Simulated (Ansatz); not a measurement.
The system is WS2 (Tungstenite).

```
W S
1.0
     3.18000    0.00000    0.00000
    -1.59000    2.75396    0.00000
     0.00000    0.00000   12.50000
W S
2 4
Direct
  0.66667 0.33333 0.75000
  0.33333 0.66667 0.25000
  0.66667 0.33333 0.37500
  0.33333 0.66667 0.87500
  0.66667 0.33333 0.12500
  0.33333 0.66667 0.62500
```

| Property | Result |
| --- | --- |
| Program | Ansatz 0.2.0 |
| Task | relaxation of cell and atoms |
| Functional | PBE |
| Potentials or basis | Ansatz PAW earlier set |
| Cutoff | 880 eV |
| Density cutoff | 3520 eV |
| k mesh | 10 × 10 × 3 |
| Occupations | fermi-dirac, width 0.05 eV |
| Spin | no spin polarisation |

At the start: volume 18.24 Å³/atom.

Task: How do energy, volume and symmetry change on relaxing?

Result: It ends after 13 steps and the volume is 21.78 Å³/atom (+19.4 %); space group P6_3/mmc (No. 194, to 0.05 Å).

Step by step:
| step | energy change (eV) | largest force (eV/Å) | volume (Å³) |
| --- | --- | --- | --- |
| 1 | 0.0000 | 0.1373 | 109.47 |
| 2 | -0.0501 | 0.1088 | 116.75 |
| 3 | -0.0708 | 0.0327 | 119.01 |
| 4 | -0.0766 | 0.0204 | 121.58 |
| 5 | -0.0792 | 0.0082 | 123.48 |
| 6 | -0.0808 | 0.0492 | 126.94 |
| 7 | -0.0810 | 0.0147 | 127.12 |
| 8 | -0.0810 | 0.0001 | 127.05 |
| 9 | -0.0828 | 0.0002 | 127.05 |
| 10 | -0.0832 | 0.0053 | 128.46 |
| 11 | -0.0834 | 0.0097 | 130.19 |
| 12 | -0.0834 | 0.0013 | 130.66 |
| 13 | -0.0836 | 0.0013 | 130.66 |

Final structure:
```
W S
1.0
     3.18853    0.00000    0.00000
    -1.59426    2.76134    0.00000
     0.00000    0.00000   14.83964
W S
2 4
Direct
  0.66667 0.33333 0.75000
  0.33333 0.66667 0.25000
  0.66667 0.33333 0.35588
  0.33333 0.66667 0.85588
  0.66667 0.33333 0.14412
  0.33333 0.66667 0.64412
```

Caveat: the volume moved by over 15 % at a fixed basis, so the end points are rough; the plane-wave basis is chosen anew once the cell has moved, so the energies of steps on either side of that aren't comparable; this functional lacks dispersion, which binds the layers, so the pressure and a relaxed spacing across them are unreliable, and here the layers came unbound.
